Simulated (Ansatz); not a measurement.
A 2-atom cell of MgTe (F-43m) from a materials database, relaxed with r2SCAN. The symmetry is F-43m (No. 216, cubic); conventional cell a = 6.466 Å, 33.80 Å³ an atom. Around Mg lie 4 Te at 2.80 Å; around Te lie 4 Mg at 2.80 Å.

```cif
data_structure
_symmetry_space_group_name_H-M 'F-43m'
_symmetry_Int_Tables_number 216
_cell_length_a 6.4662
_cell_length_b 6.4662
_cell_length_c 6.4662
_cell_angle_alpha 90.000
_cell_angle_beta 90.000
_cell_angle_gamma 90.000
_cell_volume 270.37
loop_
_atom_site_label
_atom_site_type_symbol
_atom_site_symmetry_multiplicity
_atom_site_Wyckoff_symbol
_atom_site_fract_x
_atom_site_fract_y
_atom_site_fract_z
_atom_site_occupancy
Mg1 Mg 4 a 0.00000 0.00000 0.00000 1
Te1 Te 4 c 0.25000 0.25000 0.25000 1
```

The questions ask for values computed with the plane-wave code Ansatz on this geometry. (Simulation; no magnetic order is allowed.)

Given (8×8×8 mesh): LDA gives a direct gap of 2.18 eV at Γ.

**Question.** What does PBE give for the gap (8×8×8 mesh)?

**Answer.** With PBE the gap is 2.42 eV and direct, at Γ. The gap differs by +0.24 eV from LDA's.

**Question.** How does the gap change from LDA to HSE06 (6×6×6)?

**Answer.** HSE06 gives a direct gap of 3.27 eV at Γ. The gap differs by +1.09 eV from LDA's.

**Question.** Order these levels by the gap that they give, smallest first.
A. Hartree-Fock
B. HSE06
C. LDA
D. DDH-PBE0
E. PBE0
F. PBE
G. LC-ωPBE
H. r2SCAN

**Answer.** C (2.18 eV), F (2.42 eV), H (3.10 eV), B (3.27 eV), D (3.48 eV), E (3.90 eV), G (7.76 eV), A (8.77 eV).

**Question.** What does G0W0@PBE with 500 empty bands, a screening cutoff of 220 eV and a 4×4×4 mesh give?

**Answer.** 3.64 eV (the shift on the mesh added to PBE's least gap). Over the mesh points the PBE gap of 2.41 eV becomes a quasiparticle gap of 3.63 eV (direct at Γ), a change of +1.22 eV. Renormalisation factors Z lie between 0.75 and 0.80. G0W0 here is at a finite number of bands, screening cutoff and k mesh, not at the basis limit.

**Question.** What are ε∞ and the Born charges with r2SCAN?

**Answer.** The clamped-ion dielectric constant comes out as 4.96 in all directions. Born charges, averaged over directions: Mg +1.92, Te -1.92 e.

**Question.** How do the levels compare, in gap and in cost?

**Answer.** Taking G0W0@PBE (500 empty bands, 220 eV, 4×4×4), 3.64 eV, as the yardstick (a computed one, not at the basis limit), DDH-PBE0 comes nearest, -0.16 eV off, at about 13 times r2SCAN's cost; G0W0 itself took about 70 times r2SCAN's cost. The others: PBE0 +0.26, HSE06 -0.37, r2SCAN -0.54, PBE -1.22, LDA -1.46, LC-ωPBE +4.12, Hartree-Fock +5.13 eV. The yardstick's own error is a tenth of an eV or more. r2SCAN covers 81 % of the step from PBE to HSE06, while HSE06 needs about 11 times r2SCAN's cost (on a coarser mesh). The levels disagree on the kind of gap: direct with LDA, PBE, r2SCAN, HSE06, DDH-PBE0, PBE0, LC-ωPBE; indirect with Hartree-Fock.

The meshes of the hybrids are coarse, so their gaps aren't converged to the digits shown.
